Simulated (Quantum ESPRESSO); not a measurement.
**InP under changes of volume**

One of the cells (25.167 Å³/atom); the others are scaled copies at fixed shape and fractional positions:

```
In P
1.0
     0.00000    2.93050    2.93050
     2.93050    0.00000    2.93050
     2.93050    2.93050    0.00000
In P
1 1
Direct
  0.00000 0.00000 0.00000
  0.75000 0.75000 0.75000
```

```yaml
Program: Quantum ESPRESSO 7.5
Functional: BEEF-vdW
Potentials_or_basis: PseudoDojo 0.4.1 SR PBE standard
Cutoff: 952 eV
Density_cutoff: 3810 eV
k_mesh: 8 × 8 × 8
Occupations: fermi-dirac, width 0.05 eV
Spin: no spin polarisation
```

| volume (Å³/atom) | energy over the lowest point (meV/atom) | pressure (GPa) | gap on the mesh (eV) |
| --- | --- | --- | --- |
| 23.657 | ? | ? | ? |
| 24.160 | 52.84 | 7.3 | 1.02 |
| 24.663 | 32.73 | 5.5 | 0.90 |
| 25.167 | 17.91 | 3.9 | 0.78 |
| 25.670 | 7.83 | 2.5 | 0.66 |
| 26.173 | 2.01 | 1.2 | 0.55 |
| 26.677 | 0.00 | 0.1 | 0.44 |

Problem. What does the run at 23.657 Å³/atom give?

Solution. Energy over the lowest point 78.85 meV/atom; pressure 9.3 GPa; gap on the mesh 1.14 eV.

Worked out: A Birch-Murnaghan fit of order 3 (a polynomial in V^(-2/3)) to the other rows has its minimum at 26.71 Å³/atom, just outside them, with B0 = V·E''(V) = 57 GPa and B' = 4.7. It gives 78.84 meV/atom at 23.657 Å³/atom, against the run's 78.85, and -dE/dV = 9.3 GPa, against 9.3. A straight line through the other rows of the gap, of slope -5.87 eV per unit of ln V (its deformation potential), extrapolates to 1.14 eV, against the run's 1.14.

Energies are extrapolated to zero smearing.

Caveats: the potentials were made for another functional, which shifts forces and pressure; spin-orbit coupling is left out, which moves the levels of the heavy elements.
